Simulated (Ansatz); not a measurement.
WS₂ (started from an entry of an open crystallographic database), relaxed with r2SCAN+rVV10: space group R3m (No. 160), trigonal; a = 3.172 Å, c = 18.712 Å in the conventional setting, 18.11 Å³ an atom. Around W lie 6 S at 2.41 Å; around S lie 3 W at 2.41 Å. One-shot G0W0@PBE in Ansatz on a 6×6×6 mesh (contour deformation, no spin-orbit coupling), from a PBE gap of 1.079 eV over the mesh points (the G0W0 gap is indirect on the mesh); the number N of bands summed and the screening cutoff rise together. (Simulation; spin polarisation is off.)

```csv
N,cutoff (eV),1000/N,G0W0 gap (eV)
136,100,7.353,1.440
311,180,3.215,1.485
```

Q: Lay a straight line in 1000/N through these rows.

A: The slope is -0.0109 eV per unit of 1000/N and the intercept 1.520 eV.

Q: Predict the gap at N = 591 (260 eV).

A: 1.520 + (-0.0109) × 1.692 = 1.502 eV; the run gives 1.501 eV, -0.001 eV from the line.

Q: With that run's result added, what limit do the last two rows suggest?

A: Their slope is (1.501 − 1.485)/(1.692 − 3.215) = -0.0105, which meets 1/N = 0 at 1.52 eV, against 1.520 eV from the first line. The two lines nearly agree; the k mesh isn't extrapolated.

No spin-orbit coupling is included; it can move band edges with weight on the heavy atoms by tenths of an eV.
